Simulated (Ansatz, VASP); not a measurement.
GaN: VASP beside Ansatz

```
Ga N
1.0
     3.18257    0.00000    0.00000
    -1.59129    2.75619    0.00000
     0.00000    0.00000    5.21134
Ga N
2 2
Direct
  0.33333 0.66667 0.99959
  0.66667 0.33333 0.49959
  0.33333 0.66667 0.37541
  0.66667 0.33333 0.87541
```

Change from the starting cell: z stretched by +0.5 %, x and y held.

Alike in both runs: functional PBEsol; k mesh 8 × 8 × 4; no spin polarisation.

Ansatz relaxed the structure, and its values are those at the end. VASP's run is a single point on that final structure, the one shown.

```csv
,VASP,Ansatz
version,VASP 6.6.1,Ansatz 0.2.0
potentials or method,"VASP PAW PBE potentials, release 64 (Ga_d, N), cutoff 520 eV","all-electron LAPW, scalar-relativistic"
occupations,"gaussian, width 0.01 eV",fixed
```

```csv
,VASP,Ansatz,Ansatz less VASP
gap on the k mesh at the Fermi level (eV),1.84,1.84,-0.003
pressure (GPa),-1.1,-1.0,+0.19
```

Ansatz ran all-electron here, so the differences hold the error of VASP's frozen core and of both bases.

Caveats: the PAW data sets were made with another functional, which shifts forces and pressure a little (VASP).
